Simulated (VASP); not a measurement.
AlN (rocksalt): one GW calculation on PBE orbitals in two programs

```xyz
2
Lattice="0.0000 2.0189 2.0189 2.0189 0.0000 2.0189 2.0189 2.0189 0.0000" Properties=species:S:1:pos:R:3 pbc="T T T"
Al    0.0000    0.0000    0.0000
N     2.0189    2.0189    2.0189
```

Each program uses its own PAW datasets. VASP's cell holds 8 valence electrons and Ansatz's 8. Both sum 121 empty bands with a screening cutoff of 220 eV, short of the basis and mesh limit, and the G₀W₀ gap is that of the linearised levels of the first step.

Cutoffs: 500 eV in VASP, 420 eV in Ansatz. k meshes: 6×6×6 and 6×6×6.

|  | VASP | Ansatz |
| --- | --- | --- |
| PBE gap on the mesh | 4.65 eV | 4.66 eV |
| G₀W₀ gap on the mesh | 6.37 eV | 6.44 eV |
